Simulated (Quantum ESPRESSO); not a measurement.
A calculation with Quantum ESPRESSO 7.5 of HfB2 (native input, structure typed inline):

The input pw.in:

```
&CONTROL
  calculation = 'scf'
  prefix = 'pwscf'
  outdir = './tmp'
  pseudo_dir = './pseudo'
  tprnfor = .true.
  tstress = .true.
  disk_io = 'low'
/
&SYSTEM
  ibrav = 0
  celldm(1) = 8
  nat = 3
  ntyp = 2
  ecutwfc = 45
  ecutrho = 360
  nbnd = 15
  occupations = 'smearing'
  smearing = 'fd'
  degauss = 0.00367493
/
&ELECTRONS
  conv_thr = 6d-10
  electron_maxstep = 120
  mixing_beta = 0.5
/
ATOMIC_SPECIES
Hf   178.4900 hf_pbesol_v1.uspp.F.UPF
B     10.8100 b_pbesol_v1.4.uspp.F.UPF
CELL_PARAMETERS alat
  0.7417175039156   0.0000000000000   0.0000000000000
 -0.3708587519578   0.6423462008265   0.0000000000000
  0.0000000000000   0.0000000000000   0.8220308642122
ATOMIC_POSITIONS crystal
Hf     0.0000000000    0.0000000000    0.0000000000
B      0.6666666667    0.3333333333    0.5000000000
B      0.3333333333    0.6666666667    0.5000000000
K_POINTS automatic
10 10 8 0 0 0
```

File pp_density.in:

```
&INPUTPP
  prefix = 'pwscf'
  outdir = './tmp'
  filplot = 'density.dat'
  plot_num = 0
/
&PLOT
  nfile = 1
  filepp(1) = 'density.dat'
  iflag = 3
  output_format = 6
  fileout = 'density.cube'
/
```

Contents of pp_potential.in:

```
&INPUTPP
  prefix = 'pwscf'
  outdir = './tmp'
  filplot = 'potential.dat'
  plot_num = 11
/
&PLOT
  nfile = 1
  filepp(1) = 'potential.dat'
  iflag = 3
  output_format = 6
  fileout = 'potential.cube'
/
```

Potentials or basis: GBRV 1.5 PBEsol.

Launch:

```sh
$ OMP_NUM_THREADS=1 mpirun -n 2 pw.x -nk 2 -in pw.in > pw.out
$ OMP_NUM_THREADS=1 mpirun -n 1 pp.x -in pp_density.in > pp_density.out
$ OMP_NUM_THREADS=1 mpirun -n 1 pp.x -in pp_potential.in > pp_potential.out
```

**Question.** Write the same calculation in another form: ASE script, structure from a P1 CIF.

**Answer.** As run:

Contents of run.py:

```python
import numpy as np
from ase.calculators.espresso import Espresso, EspressoProfile
from ase.io import read

atoms = read('HfB2.cif')

input_data = {
    'control': {'calculation': 'scf', 'prefix': 'pwscf', 'outdir': './tmp', 'tprnfor': True, 'tstress': True, 'disk_io': 'nowf'},
    'system': {'ecutwfc': 45.0, 'ecutrho': 360.0, 'nbnd': 15, 'occupations': 'smearing', 'smearing': 'fd', 'degauss': 0.00367493},
    'electrons': {'conv_thr': 6e-10, 'electron_maxstep': 120, 'mixing_beta': 0.5},
}
pseudopotentials = {'Hf': 'hf_pbesol_v1.uspp.F.UPF', 'B': 'b_pbesol_v1.4.uspp.F.UPF'}
profile = EspressoProfile(command='mpirun -n 2 pw.x -nk 2', pseudo_dir='pseudo')
dft = Espresso(profile=profile, input_data=input_data, pseudopotentials=pseudopotentials, kpts=(10, 10, 8), koffset=(0, 0, 0))
atoms.calc = dft

print(f'energy {atoms.get_potential_energy():.8f} eV')
print('forces (eV/A)')
print(np.round(atoms.get_forces(), 6))
print('stress (eV/A^3, Voigt)')
print(np.round(atoms.get_stress(), 8))
print(f'Fermi level {dft.get_fermi_level():.4f} eV')
```

Contents of HfB2.cif:

```cif
data_HfB2
_cell_length_a 3.14000000
_cell_length_b 3.14000000
_cell_length_c 3.48000000
_cell_angle_alpha 90.00000000
_cell_angle_beta 90.00000000
_cell_angle_gamma 120.00000000
_space_group_name_H-M_alt 'P1'
_space_group_name_Hall 'P 1'
_space_group_IT_number 1
loop_
_space_group_symop_operation_xyz
'x,y,z'
loop_
_atom_site_label
_atom_site_type_symbol
_atom_site_symmetry_multiplicity
_atom_site_Wyckoff_symbol
_atom_site_fract_x
_atom_site_fract_y
_atom_site_fract_z
_atom_site_occupancy
Hf1 Hf 1 a 0.0000000000 0.0000000000 0.0000000000 1
B1 B 1 a 0.6666666667 0.3333333333 0.5000000000 1
B2 B 1 a 0.3333333333 0.6666666667 0.5000000000 1
```

Potentials or basis: GBRV 1.5 PBEsol.

Command:

```console
$ OMP_NUM_THREADS=1 python run.py
```

Both were run:

|  | native input, structure typed inline | ASE script, structure from a P1 CIF |
| --- | --- | --- |
| Pressure | -3.8 GPa | -3.8 GPa |
| Band gap on the k mesh | none (metal or under the smearing width) | none (metal or under the smearing width) |

Keys that steer only the numerical path or the files written may differ.
